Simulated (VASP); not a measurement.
# SiMo3 (Pm-3n) in VASP: equation of state

Aim: energy against volume of SiMo3 in PBEsol, for its equilibrium volume and stiffness.

Everything below comes from runs of VASP 6.6.1. Logs are shortened: lines on timing, memory, paths and dates and some standing lists are left out, and cuts for length are marked.

### Step 1. The crystal as given

Symmetry: Pm-3n, No. 223, cubic system. Conventional cell: a = 4.889 Å, b = 4.889 Å, c = 4.889 Å, α = 90.00°, β = 90.00°, γ = 90.00°. Around Mo (site symmetry -4m2) lie 2 Mo at 2.44 Å and 4 Si at 2.73 Å. Si (site symmetry m-3) is surrounded by 12 Mo at 2.73 Å.

### Step 2. Equation of state, PBEsol, 13.73 Å³/atom (volume scaled by 0.94)

The input, INCAR:

```
SYSTEM = SiMo3
  PREC = Accurate
  ENCUT = 520
  EDIFF = 1E-7
  ISMEAR = -1
  SIGMA = 0.05
  LREAL = .False.
  LASPH = .True.
  NELM = 60
  ALGO = Normal
  ISIF = 2
  LWAVE = .False.
  LCHARG = .False.
  GGA = PS
  NBANDS = 56
  KPAR = 2
```

The input, KPOINTS:

```
regular mesh
0
Gamma
  6 6 6
  0 0 0
```

The input, POSCAR:

```
SiMo3
1.0
    4.7891964855      0.0000000000      0.0000000000
    0.0000000000      4.7891964855      0.0000000000
    0.0000000000      0.0000000000      4.7891964855
Mo Si
6 2
Direct
    0.0000000000      0.5000000000      0.2500000000
    0.0000000000      0.5000000000      0.7500000000
    0.5000000000      0.2500000000      0.0000000000
    0.7500000000      0.0000000000      0.5000000000
    0.5000000000      0.7500000000      0.0000000000
    0.2500000000      0.0000000000      0.5000000000
    0.5000000000      0.5000000000      0.5000000000
    0.0000000000      0.0000000000      0.0000000000
```

Potentials or basis: VASP PAW PBE potentials, release 64 (Mo_sv, Si).

Launch:

```sh
> cat potpaw_PBE.64/Mo_sv/POTCAR potpaw_PBE.64/Si/POTCAR > POTCAR
> mpirun -np 2 vasp_std > vasp.out
```

OUTCAR:

```text
SYSTEM = SiMo3
   PREC = Accurate
   ENCUT = 520
   EDIFF = 1E-7
   ISMEAR = -1
   LREAL = .False.
   LASPH = .True.
   NELM = 60
   ISIF = 2
   GGA = PS

 Found     20 irreducible k-points:

 Following reciprocal coordinates:
            Coordinates               Weight
  0.000000  0.000000  0.000000      1.000000
  0.166667  0.000000  0.000000      6.000000
  0.333333  0.000000  0.000000      6.000000
  0.500000  0.000000  0.000000      3.000000
  0.166667  0.166667  0.000000     12.000000
  0.333333  0.166667  0.000000     24.000000
   k-points           NKPTS =     20   k-points in BZ     NKDIM =     20   number of bands    NBANDS=     56
   number of dos      NEDOS =    301   number of ions     NIONS =      8
   total plane-waves  NPLWV =  46656
   dimension x,y,z NGX =    36 NGY =   36 NGZ =   36
   dimension x,y,z NGXF=    72 NGYF=   72 NGZF=   72
   ions per type =               6   2
   NGX,Y,Z   is equivalent  to a cutoff of  12.50, 12.50, 12.50 a.u.
   NGXF,Y,Z  is equivalent  to a cutoff of  24.99, 24.99, 24.99 a.u.
 SYSTEM =  SiMo3
   PREC   = accura    normal or accurate (medium, high low for compatibility)
   ISTART =      0    job   : 0-new  1-cont  2-samecut
   ICHARG =      2    charge: 1-file 2-atom 10-const
   ISPIN  =      1    spin polarized calculation?
   LNONCOLLINEAR =      F non collinear calculations
   LSORBIT =      F    spin-orbit coupling
   LASPH  =      T    aspherical Exc in radial PAW
   ENCUT  =  520.0 eV  38.22 Ry    6.18 a.u.   8.90  8.90  8.90*2*pi/ulx,y,z
   NELM   =     60;   NELMIN=  2; NELMDL= -5     # of ELM steps
   EDIFF  = 0.1E-06   stopping-criterion for ELM
   LREAL  =      F    real-space projection
   EDIFFG = 0.1E-05   stopping-criterion for IOM
   NSW    =      0    number of steps for IOM
   IBRION =     -1    ionic relax: 0-MD 1-quasi-New 2-CG
   NFREE  =      0    steps in history (QN), initial steepest desc. (CG)
   ISIF   =      2    stress and relaxation
   ISYM   =      2    0-nonsym 1-usesym 2-fastsym
   POTIM  = 0.5000    time-step for ionic-motion
   TEBEG  =    0.0;   TEEND  =   0.0 temperature during run
   PSTRESS=    0.0 pullay stress
   NELECT =      92.0000    total number of electrons
   NUPDOWN=      -1.0000    fix difference up-down
   EMIN   =  10.00;   EMAX   =-10.00  energy-range for DOS
   EFERMI =   0.00;   METHOD = LEGACY
   ISMEAR =    -1;   SIGMA  =   0.05  broadening in eV -4-tet -1-fermi 0-gaus
   EFERMI_NEDOS =   21; number of points for ismear=-14 and -15
   IALGO  =     38    algorithm
   IMIX   =      4    mixing-type and parameters
     AMIX     =   0.40;   BMIX     =  1.00
     AMIX_MAG =   1.60;   BMIX_MAG =  1.00
  volume/ion in A,a.u.               =      13.73        92.66
  Fermi-wavevector in a.u.,A,eV,Ry     =   1.543150  2.916130 32.399712  2.381312
  Thomas-Fermi vector in A             =   2.648854
   LORBIT       =      0    0 simple, 1 ext, 2 COOP (PROOUT), +10 PAW based schemes
   GGA     = PS    functional components
   LHFCALC =     F    Hartree Fock is set to
   AEXX    =    0.0000 exact exchange contribution
   IVDW    =     0    specifies the selected vdW correction
   LEPSILON=     F    determine dielectric tensor
   LRPA    =     F    only Hartree local field effects (RPA)
 non-spin polarized calculation
  energy-cutoff  :      520.00
  volume of cell :      109.85
 maximum number of plane-waves:      3016
 NGX is ok and might be reduce to    36
   NGX = 17   NGY = 17   NGZ = 17

 number of electron      92.0000039 magnetization

 Free energy of the ion-electron system (eV)
  ---------------------------------------------------
  ext. energy  EPLUGINS =         0.00000000
  ---------------------------------------------------
  free energy    TOTEN  =       -84.88005349 eV

  energy without entropy =      -84.85713232  energy(sigma->0) =      -84.86859291

 E-fermi :  13.6671     XC(G=0): -13.5677

 val. band max:       13.6001689598   @ k =   0.5000   0.3333   0.0000
 cond. band min:      13.7201129604   @ k =   0.5000   0.3333   0.1667
 fundamental gap:      0.1199440006
 Fermi energy:        13.6671451638

 k-point     1 :       0.0000    0.0000    0.0000
  band No.  band energies     occupation
      1     -47.5626      2.00000
      2     -47.4104      2.00000
      3     -47.4104      2.00000
      4     -47.0009      2.00000
      5     -47.0009      2.00000
      6     -47.0009      2.00000
[... 48 lines left out ...]
     55      16.5955      0.00000
     56      16.6255      0.00000

 k-point     2 :       0.1667    0.0000    0.0000
  band No.  band energies     occupation
      1     -47.5469      2.00000
      2     -47.4182      2.00000
      3     -47.3898      2.00000
      4     -47.0323      2.00000
      5     -47.0009      2.00000
      6     -47.0009      2.00000
[... 48 lines left out ...]
     55      16.5976      0.00000
     56      16.7258      0.00000

 k-point     3 :       0.3333    0.0000    0.0000
  band No.  band energies     occupation
      1     -47.5110      2.00000
      2     -47.4401      2.00000
      3     -47.3258      2.00000
      4     -47.1161      2.00000
      5     -47.0009      2.00000
      6     -47.0009      2.00000
[... 48 lines left out ...]
     55      16.4216      0.00000
     56      16.7028      0.00000

 k-point     4 :       0.5000    0.0000    0.0000
  band No.  band energies     occupation
      1     -47.4726      2.00000
      2     -47.4726      2.00000
      3     -47.2254      2.00000
      4     -47.2254      2.00000
      5     -47.0009      2.00000
      6     -47.0009      2.00000
[... 48 lines left out ...]
     55      16.6011      0.00000
     56      16.6011      0.00000

 k-point     5 :       0.1667    0.1667    0.0000
  band No.  band energies     occupation
      1     -47.5311      2.00000
      2     -47.4106      2.00000
      3     -47.3846      2.00000
      4     -47.0356      2.00000
      5     -47.0292      2.00000
      6     -47.0009      2.00000
[... 48 lines left out ...]
     55      16.4801      0.00000
     56      16.7927      0.00000

 k-point     6 :       0.3333    0.1667    0.0000
  band No.  band energies     occupation
      1     -47.4962      2.00000
      2     -47.4244      2.00000
      3     -47.3272      2.00000
      4     -47.1171      2.00000
      5     -47.0321      2.00000
      6     -47.0009      2.00000
[... 48 lines left out ...]
     55      16.4601      0.00000
     56      16.6191      0.00000

 [... further k-points ...]
[... 5 lines left out ...]
  --------------------------------------------------------------------------------------
  -------------------------------------------------------------------------------------
  Total        9.5799876      9.5799876      9.5799876     -0.0000000     -0.0000000     -0.0000000
  in kB      139.7293263    139.7293263    139.7293263     -0.0000000     -0.0000000     -0.0000000
  external PRESSURE =     139.7293263 kB  Pullay stress =       0.0000000 kB

 VOLUME and BASIS-vectors are now :
 -----------------------------------------------------------------------------
  energy-cutoff  :      520.00
  volume of cell :      109.85
      direct lattice vectors                 reciprocal lattice vectors
     4.789196485  0.000000000  0.000000000     0.208803294  0.000000000  0.000000000
     0.000000000  4.789196485  0.000000000     0.000000000  0.208803294  0.000000000
     0.000000000  0.000000000  4.789196485     0.000000000  0.000000000  0.208803294

 POSITION                                       TOTAL-FORCE (eV/Angst)
 -----------------------------------------------------------------------------------
      0.00000      2.39460      1.19730         0.000000      0.000000     -0.000000
      0.00000      2.39460      3.59190        -0.000000      0.000000      0.000000
      2.39460      1.19730      0.00000         0.000000     -0.000000      0.000000
      3.59190      0.00000      2.39460         0.000000      0.000000      0.000000
      2.39460      3.59190      0.00000         0.000000      0.000000     -0.000000
      1.19730      0.00000      2.39460        -0.000000     -0.000000     -0.000000
      2.39460      2.39460      2.39460         0.000000      0.000000      0.000000
      0.00000      0.00000      0.00000         0.000000      0.000000      0.000000
 -----------------------------------------------------------------------------------
    total drift:                                0.000000      0.000000     -0.000000

  FREE ENERGIE OF THE ION-ELECTRON SYSTEM (eV)
  ---------------------------------------------------
  free  energy   TOTEN  =       -84.8800534946 eV

  energy  without entropy=      -84.8571323223  energy(sigma->0) =      -84.86859291
```

It took 38 s on 2 MPI ranks of AMD EPYC 9R45 (Zen 5), shared host; peak memory 0.22 GiB.

What came out:

```
Free energy            : -84.8801 eV
Pressure               : 14.0 GPa
Band gap on the k mesh : none (metal or under the smearing width)
```

Caveat: the PAW data sets were made with another functional, which shifts forces and pressure a little.

### Step 3. Equation of state, PBEsol, 14.02 Å³/atom (volume scaled by 0.96)

INCAR is that of step 2.

KPOINTS is that of step 2.

Edit POSCAR of step 2 so:

```diff
@@ -2,5 +2,5 @@
 1.0
-    4.7891964855      0.0000000000      0.0000000000
-    0.0000000000      4.7891964855      0.0000000000
-    0.0000000000      0.0000000000      4.7891964855
+    4.8229243326      0.0000000000      0.0000000000
+    0.0000000000      4.8229243326      0.0000000000
+    0.0000000000      0.0000000000      4.8229243326
 Mo Si
```

Potentials or basis: VASP PAW PBE potentials, release 64 (Mo_sv, Si).

Launch:

```sh
> cat potpaw_PBE.64/Mo_sv/POTCAR potpaw_PBE.64/Si/POTCAR > POTCAR
> mpirun -np 2 vasp_std > vasp.out
```

It took 39 s on 2 MPI ranks of AMD EPYC 9R45 (Zen 5), shared host; peak memory 0.22 GiB.

It converged, with:

```
Free energy            : -85.0361 eV
Pressure               : 7.4 GPa
Band gap on the k mesh : none (metal or under the smearing width)
```

Caveat: the PAW data sets were made with another functional, which shifts forces and pressure a little.

### Step 4. Equation of state, PBEsol, 14.32 Å³/atom (volume scaled by 0.98)

INCAR is that of step 3.

KPOINTS is that of step 3.

Edit POSCAR of step 3 so:

```diff
@@ -2,5 +2,5 @@
 1.0
-    4.8229243326      0.0000000000      0.0000000000
-    0.0000000000      4.8229243326      0.0000000000
-    0.0000000000      0.0000000000      4.8229243326
+    4.8561869308      0.0000000000      0.0000000000
+    0.0000000000      4.8561869308      0.0000000000
+    0.0000000000      0.0000000000      4.8561869308
 Mo Si
```

Launch:

```sh
> cat potpaw_PBE.64/Mo_sv/POTCAR potpaw_PBE.64/Si/POTCAR > POTCAR
> mpirun -np 2 vasp_std > vasp.out
```

Run time: 39 s. Hardware: 2 MPI ranks of AMD EPYC 9R45 (Zen 5), shared host; peak memory 0.22 GiB.

The run converged. Its results:

* Free energy: -85.1011 eV
* Pressure: 1.5 GPa
* Band gap on the k mesh: none (metal or under the smearing width)

Caveat: the PAW data sets were made with another functional, which shifts forces and pressure a little.

### Step 5. Equation of state, PBEsol, 14.90 Å³/atom (volume scaled by 1.02)

INCAR is that of step 4.

KPOINTS is that of step 4.

Edit POSCAR of step 4 so:

```diff
@@ -2,5 +2,5 @@
 1.0
-    4.8561869308      0.0000000000      0.0000000000
-    0.0000000000      4.8561869308      0.0000000000
-    0.0000000000      0.0000000000      4.8561869308
+    4.9213784270      0.0000000000      0.0000000000
+    0.0000000000      4.9213784270      0.0000000000
+    0.0000000000      0.0000000000      4.9213784270
 Mo Si
```

Launch:

```sh
> cat potpaw_PBE.64/Mo_sv/POTCAR potpaw_PBE.64/Si/POTCAR > POTCAR
> mpirun -np 2 vasp_std > vasp.out
```

It took 49 s on 2 MPI ranks of AMD EPYC 9R45 (Zen 5), shared host; peak memory 0.26 GiB.

It converged, with:

```yaml
Free_energy: -84.9950 eV
Pressure: -8.6 GPa
Band_gap_on_the_k_mesh: none (metal or under the smearing width)
```

Caveat: the PAW data sets were made with another functional, which shifts forces and pressure a little.

### Step 6. Equation of state, PBEsol, 15.19 Å³/atom (volume scaled by 1.04)

INCAR is that of step 5.

KPOINTS is that of step 5.

Edit POSCAR of step 5 so:

```diff
@@ -2,5 +2,5 @@
 1.0
-    4.9213784270      0.0000000000      0.0000000000
-    0.0000000000      4.9213784270      0.0000000000
-    0.0000000000      0.0000000000      4.9213784270
+    4.9533363253      0.0000000000      0.0000000000
+    0.0000000000      4.9533363253      0.0000000000
+    0.0000000000      0.0000000000      4.9533363253
 Mo Si
```

Potentials or basis: VASP PAW PBE potentials, release 64 (Mo_sv, Si).

Launch:

```sh
> cat potpaw_PBE.64/Mo_sv/POTCAR potpaw_PBE.64/Si/POTCAR > POTCAR
> mpirun -np 2 vasp_std > vasp.out
```

Wall time 48 s (2 MPI ranks of AMD EPYC 9R45 (Zen 5), shared host); peak memory 0.26 GiB.

Results (log left out):

| Item | Value |
| --- | --- |
| Free energy | -84.8396 eV |
| Pressure | -12.8 GPa |
| Band gap on the k mesh | none (metal or under the smearing width) |

Caveat: the PAW data sets were made with another functional, which shifts forces and pressure a little.

### Step 7. Equation of state, PBEsol, 15.48 Å³/atom (volume scaled by 1.06)

INCAR is that of step 6.

KPOINTS is that of step 6.

Edit POSCAR of step 6 so:

```diff
@@ -2,5 +2,5 @@
 1.0
-    4.9533363253      0.0000000000      0.0000000000
-    0.0000000000      4.9533363253      0.0000000000
-    0.0000000000      0.0000000000      4.9533363253
+    4.9848870888      0.0000000000      0.0000000000
+    0.0000000000      4.9848870888      0.0000000000
+    0.0000000000      0.0000000000      4.9848870888
 Mo Si
```

Launch:

```sh
> cat potpaw_PBE.64/Mo_sv/POTCAR potpaw_PBE.64/Si/POTCAR > POTCAR
> mpirun -np 2 vasp_std > vasp.out
```

Wall time 48 s (2 MPI ranks of AMD EPYC 9R45 (Zen 5), shared host); peak memory 0.26 GiB.

It converged, with:

- Free energy: -84.6252 eV
- Pressure: -16.6 GPa
- Band gap on the k mesh: none (metal or under the smearing width)

Caveat: the PAW data sets were made with another functional, which shifts forces and pressure a little.

### Step 8. Equation of state, PBEsol

Potentials or basis: VASP PAW PBE potentials, release 64 (Mo_sv, Si).

No new run: the results of the series are fitted here.

Results:

| Property | Result |
| --- | --- |
| Equilibrium volume | 14.40 Å³/atom |
| Bulk modulus | 267 GPa |
| Pressure derivative of the bulk modulus | 4.3 |

Energy against volume, from the lowest point:
```csv
volume (Å³/atom),energy (meV/atom)
13.731,27.64
14.023,8.13
14.315,0.00
14.607,2.07
14.899,13.27
15.192,32.70
15.484,59.49
```

Caveat: the PAW data sets were made with another functional, which shifts forces and pressure a little.
